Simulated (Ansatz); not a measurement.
Runs of Ansatz 0.2.0 on P. The structure is orthorhombic, space group Cmce (No. 64). The conventional cell has a = 3.295 Å, b = 10.930 Å, c = 4.544 Å, α = 90.00°, β = 90.00°, γ = 90.00°. P (site symmetry m) is surrounded by 3 P at 2.20 to 2.25 Å. 

```csv
level,gap on the mesh (eV),pressure (GPa),relaxed volume (Å³/atom)
PBEsol+D3(BJ)-ATM,none,0.0,15.96
PBEsol,none,0.0,17.87
PBEsol+D3(BJ),none,0.0,(a)
PBEsol+D4,none,0.0,16.20
```

Alike in all rows: task relaxation of cell and atoms; potentials or basis Ansatz PAW; no spin polarisation; cell relaxed; k mesh 8 × 8 × 6; cutoff (eV) 420; smearing fermi-dirac 0.05 eV.

Fill in the values left out.

(a) 15.78.

Caveats: the plane-wave basis is chosen anew once the cell has moved, so the energies of steps on either side of that aren't comparable; the PAW data sets come from PBE, with cores solved anew for the run's functional, which leaves a small shift of forces and pressure; the volume moved by over 15 % at a fixed basis, so the end points are rough (some runs); pairwise dispersion overbinds metals, which lowers pressure and volume (some runs).

A gap of «none» marks a metal or a gap under the smearing width.
